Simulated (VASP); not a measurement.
# CdTe: convergence, Bader charges

CdTe, F-43m (no. 216), 2 atoms in the cell. PBEsol, Bader analysis of the density; PAW potentials Te, Cd (PBE set). VASP 6.6.1.

Wanted: Bader charges within 0.02 e; Bader volumes within 2 %.

Bader charges: positive where electrons are lost; found after the run by Yu and Trinkle's weights, with regions from AECCAR0 + AECCAR2 (from CHGCAR where LAECHG is off, as in the naive input) and electrons from CHGCAR.

POSCAR:
```
CdTe
1.0
    0.0000000000      3.2050000000      3.2050000000
    3.2050000000      0.0000000000      3.2050000000
    3.2050000000      3.2050000000      0.0000000000
Te Cd
1 1
Direct
    0.7500000000      0.7500000000      0.7500000000
    0.0000000000      0.0000000000      0.0000000000
```

The series start from Fine FFT grid: 70 × 70 × 70; Cutoff ENCUT (eV): 500; k mesh: 7 × 7 × 7; PREC: Accurate. Each series keeps the choices made before it, and each single choice may use up half of a tolerance.

## Fine FFT grid

| Fine FFT grid | Bader charges, largest deviation (e) | Bader volumes, largest deviation against the largest value | SCF iterations | Time (s) |
|---|---|---|---|---|
| 40 × 40 × 40 | 0.018 | 0.53 % | 13 | 11 |
| 54 × 54 × 54 | 0.010 | 0.32 % | 13 | 12 |
| 70 × 70 × 70 | 0.006 | 0.2 % | 13 | 13 |
| 96 × 96 × 96 | 0.003 | 0.093 % | 13 | 20 |
| 120 × 120 × 120 | 0.001 | 0.037 % | 13 | 30 |
| 144 × 144 × 144 (reference) | 0.000 | 0 % | 13 | 46 |

Chosen: 70 × 70 × 70, the loosest value from which every tighter one stays within half of the tolerance.

## Cutoff ENCUT (eV)

| Cutoff ENCUT (eV) | Bader charges, largest deviation (e) | Bader volumes, largest deviation against the largest value | SCF iterations | Time (s) |
|---|---|---|---|---|
| 250 | 0.019 | 0.44 % | 13 | 7.4 |
| 300 | 0.006 | 0.15 % | 13 | 8.6 |
| 350 | 0.009 | 0.17 % | 13 | 8.7 |
| 400 | 0.008 | 0.11 % | 13 | 9.5 |
| 500 | 0.003 | 0.054 % | 13 | 13 |
| 600 | 0.002 | 0.027 % | 13 | 14 |
| 750 (reference) | 0.000 | 0 % | 13 | 18 |

Chosen: 300.

## k mesh

| k mesh | Bader charges, largest deviation (e) | Bader volumes, largest deviation against the largest value | SCF iterations | Time (s) |
|---|---|---|---|---|
| 3 × 3 × 3 | 0.057 | 1 % | 13 | 5.6 |
| 4 × 4 × 4 | 0.021 | 0.39 % | 13 | 6.3 |
| 5 × 5 × 5 | 0.008 | 0.16 % | 13 | 6.7 |
| 7 × 7 × 7 | 0.002 | 0.032 % | 13 | 8.6 |
| 8 × 8 × 8 | 0.001 | 0.015 % | 13 | 11 |
| 10 × 10 × 10 (reference) | 0.000 | 0 % | 13 | 14 |

Chosen: 5 × 5 × 5.

## PREC

| PREC | Bader charges, largest deviation (e) | Bader volumes, largest deviation against the largest value | SCF iterations | Time (s) |
|---|---|---|---|---|
| Accurate | 0.000 | 0 % | 13 | 6.7 |
| Normal | 0.000 | 0.0049 % | 13 | 5.6 |

Chosen: Accurate; no other choice that stays within half of the tolerance saves 30 % of the time.

## All choices together

| Input | Bader charges, largest deviation (e) | Bader volumes, largest deviation against the largest value | Time (s) |
|---|---|---|---|
| pseudo valence density as the reference, default grid (naive) | 0.005 | 0.056 % | 6.9 |
| chosen settings | 0.009 | 0.12 % | 6.7 |
| reference settings throughout | 0.000 | 0 % | 64 |

The tolerance is met.

Values of the reference run: Bader charges: -0.4555, 0.4555 e; Bader volumes: 40.97, 24.88 Å³.

## The input

INCAR:
```
SYSTEM = CdTe
ALGO = Normal
EDIFF = 1E-6
ENCUT = 300
GGA = PS
ISMEAR = 0
KPAR = 2
LAECHG = .True.
LASPH = .True.
LCHARG = .True.
LORBIT = 11
LREAL = .False.
LWAVE = .False.
NBANDS = 16
NELM = 120
NGXF = 70
NGYF = 70
NGZF = 70
PREC = Accurate
SIGMA = 0.02
```

KPOINTS:
```
Automatic mesh
0
Gamma
  5 5 5
  0 0 0
```

Commands:
```
cat potpaw_PBE.64/Te/POTCAR potpaw_PBE.64/Cd/POTCAR > POTCAR
mpirun -np 2 vasp_std > vasp.out
```

The naive input happens to agree within the tolerance here, in 6.9 s.

Limits: the charges usually drift with the spacing of the fine grid, so the finest grid run can still be off by some thousandths to hundredths of an electron.

The chosen input took VASP 6.6.1 6.7 s on 2 cores (AMD EPYC 7R43 (Zen 3)), a shared host.
